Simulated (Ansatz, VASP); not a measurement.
**Two plane-wave programs on KBr**

```
K Br
1.0
     0.00000    3.24676    3.24676
     3.24676    0.00000    3.24676
     3.24676    3.24676    0.00000
K Br
1 1
Direct
  0.00000 0.00000 0.00000
  0.50000 0.50000 0.50000
```

Alike in both runs: task single point; functional PBE; k mesh 6 × 6 × 6; occupations gaussian, width 0.02 eV; no spin polarisation.

|  | VASP | Ansatz |
| --- | --- | --- |
| version | VASP 6.6.1 | Ansatz 0.2.0 |
| potentials or method | VASP PAW PBE potentials, release 64 (K_sv, Br) | scalar-relativistic, plane waves, PAW |
| plane-wave cutoff (eV) | 520 | 420 |
| valence electrons in the cell | 16 | 16 |

|  | VASP | Ansatz | Ansatz less VASP |
| --- | --- | --- | --- |
| gap on the k mesh at the Fermi level (eV) | 4.57 | 4.57 | +0.002 |
| least direct gap on the mesh (eV) | 4.57 | 4.57 | +0.002 |
| pressure (GPa) | 1.7 | 1.6 | -0.05 |
